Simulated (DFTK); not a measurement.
Here is a DFTK 0.8.2 calculation.

File run.jl:

```julia
using DFTK
using PseudoPotentialData
using Unitful, UnitfulAtomic
using LinearAlgebra, Printf
include("save.jl")
disable_threading()

# lattice vectors are the columns
lattice = austrip(1u"Å") * [           0.0          2.035          2.035;
                    2.035            0.0          2.035;
                    2.035          2.035            0.0]
symbols   = [:Au]
positions = [[0.0, 0.0, 0.0]]
pseudopotentials = PseudoFamily("dojo.nc.sr.pbesol.v0_4_1.standard.upf")
elements = Dict(s => ElementPsp(s, pseudopotentials) for s in unique(symbols))
atoms    = [elements[s] for s in symbols]

build_model(lattice, positions; symmetries=true) =
    model_DFT(lattice, atoms, positions;
              functionals=PBEsol(),
              temperature=austrip(0.05u"eV"),
              smearing=Smearing.FermiDirac(),
              symmetries)
Ecut  = 38.0  # hartree
kgrid = [11, 11, 11]
tol   = 1e-6
to_GPa = ustrip(uconvert(u"GPa", 1u"hartree/bohr^3"))

results["points"] = []
for scale in [0.94, 0.96, 0.98, 1.0, 1.02, 1.04, 1.06]
    println("\n=== scale = ", scale)
    model = build_model(cbrt(scale) * lattice, positions)
    basis = PlaneWaveBasis(model; Ecut, kgrid)
    t0 = time()
    scfres = self_consistent_field(basis;
                                   tol,
                                   nbandsalg=AdaptiveBands(model; n_bands_converge=14))
    seconds = time() - t0
    @printf "SCF: %d iterations, %.1f s\n" scfres.n_iter seconds
    forces = compute_forces_cart(scfres)
    stress = compute_stresses_cart(scfres)
    @printf "V = %.5f Å^3  F = %.8f Ha  max force = %.5f eV/Å  p = %.4f GPa\n" ustrip(auconvert(u"Å^3", model.unit_cell_volume)) scfres.energies.total ustrip(auconvert(u"eV/Å", maximum(norm, forces))) (-tr(stress) / 3 * to_GPa)
    push!(results["points"], save_scf!(scfres; forces, stress, d=Dict{String,Any}("seconds" => seconds, "n_matvec" => get(scfres, :n_matvec, 0))))
end

# third-order Birch-Murnaghan fit in x = V^(-2/3)
V = [0.94, 0.96, 0.98, 1.0, 1.02, 1.04, 1.06] * abs(det(lattice))
E = [p["total"] for p in results["points"]]
x = V .^ (-2 / 3)
c = [x .^ 0 x x .^ 2 x .^ 3] \ E
Δ = c[3]^2 - 3c[2] * c[4]
if Δ > 0
    x0 = (-c[3] + sqrt(Δ)) / 3c[4]
    B0 = 4 / 9 * x0^(7 / 2) * (2c[3] + 6c[4] * x0)
    @printf "V0 = %.4f Å^3  B0 = %.2f GPa\n" ustrip(auconvert(u"Å^3", x0^(-3 / 2))) B0 * to_GPa
end
```

Potentials or basis: dojo.nc.sr.pbesol.v0_4_1.standard.upf (PBEsol).

Run with:

```console
$ julia --threads=1 run.jl  # save.jl only writes the numbers to a file and isn't shown; printed stress counts tension as positive; times include loading and compiling
```

(1) What does it give for the bulk modulus?

(2) Estimate the pressure derivative of the bulk modulus.

(3) What does it give for the equilibrium volume?

Answers

(1) 176 GPa.

(2) 5.7.

(3) 16.97 Å³/atom.

**Measured values to compare with.**

“Exploring toroidal anvil profiles for larger sample volumes above 4 Mbar”, 2024, pmc:11102561 quotes, for a bulk crystal of Au: bulk modulus 167 GPa.

Measured bulk modulus of Au: 167 GPa (quoted in “Exploring toroidal anvil profiles for larger sample volumes above 4 Mbar”, 2024, pmc:11102561). This calculation gives 176 GPa (+5.6 %). The fit is for a static lattice scaled at fixed shape and fixed fractional positions.
